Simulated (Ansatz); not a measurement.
Base system: ZnTe in the zinc blende structure (space group F-43m, No. 216; a = 6.066 Å).

The values are results of Ansatz (a quantum-chemistry and plane-wave program), PBEsol, PAW, cutoff 420 eV, no spin-orbit coupling, not measurements.

For the base:

```
Item                            Value
----------------------------  -------
Gap between the host's bands  1.24 eV
```

Now apply this change: electron doping at 7.0×10^20 cm⁻³ (0.0391 per cell), with a uniform compensating background at fixed cell and a 300 K Fermi–Dirac width.

How does this affect the Fermi level from band edge?

The Fermi level relative to the doped band's edge (positive inside the band; to 0.05 eV) amounts to +0.75 eV.

How does this affect the gap between the host's bands?

The gap between the host's bands stays essentially unchanged (1.24 eV against 1.23 eV).

Charged cell with a jellium background: band edges are those of the host's band count, energies are not comparable with the neutral cell, and many-body gap narrowing is missing. With Te present, leaving out spin-orbit coupling can change the band edges. Whether these cells are dynamically stable was not tested.
